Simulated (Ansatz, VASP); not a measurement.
## N in VASP and in Ansatz

```
N
1.0
     0.00000    1.53281    1.53281
     1.53281    0.00000    1.53281
     1.53281    1.53281    0.00000
N
1
Direct
  0.00000 0.00000 0.00000
```

The real solid is made of molecules; this cell is a model form.

Alike in both runs: task single point; functional r2SCAN; k mesh 13 × 13 × 13; occupations gaussian, width 0.15 eV; no spin polarisation.

|  | VASP | Ansatz |
| --- | --- | --- |
| version | VASP 6.6.1 | Ansatz 0.2.0 |
| potentials or method | VASP PAW PBE potentials, release 64 (N) | plane waves, PAW |
| plane-wave cutoff (eV) | 520 | 600 |
| valence electrons in the cell | 5 | 5 |

```tsv
	VASP	Ansatz	Ansatz less VASP
pressure (GPa)	9.2	9.3	+0.07
```

With one functional, cell and mesh, what is left measures potentials, basis and numerics.

Caveats: the PAW data sets were made with another functional, which shifts forces and pressure a little (VASP).
